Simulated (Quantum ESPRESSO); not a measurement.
GaN, 2 atoms in the cell. Symmetry: F-43m, No. 216, cubic system. Conventional cell: a = 4.507 Å, b = 4.507 Å, c = 4.507 Å, α = 90.00°, β = 90.00°, γ = 90.00°. Ga (site symmetry -43m) has 4 N at 1.95 Å as nearest neighbours. N (site symmetry -43m) has 4 Ga at 1.95 Å as nearest neighbours. The cell is a database's computed one.

```yaml
Program: Quantum ESPRESSO 7.5
Task: dielectric tensor
Functional: PBEsol
Potentials_or_basis: PseudoDojo 0.4 FR PBEsol standard
Cutoff: 1143 eV
Density_cutoff: 4572 eV
k_mesh: 8 × 8 × 8, shifted
Occupations: fermi-dirac, width 0.05 eV
Spin: spin-orbit coupling, no magnetisation
Mixing_beta: 0.5
Most_SCF_iterations: 120
SCF_threshold: 4e-10 Ry
```

Potentials or basis: PseudoDojo 0.4 FR PBEsol standard.

Launch:

```bash
$ OMP_NUM_THREADS=1 pw.x -in pw.in > pw.out
$ OMP_NUM_THREADS=1 pw.x -in scf2.in > scf2.out
$ OMP_NUM_THREADS=1 ph.x -in ph.in > ph.out
```

Hardware: 1 thread of Arm Neoverse N1, with other jobs on the host.

Task: Estimate the wall time of this run.

Result: It took 33 min on 1 thread of Arm Neoverse N1, with other jobs on the host, peak memory 0.18 GiB. Counts: scf iterations 13, k pools 1, bands 30, k points 60, g dense 16145.
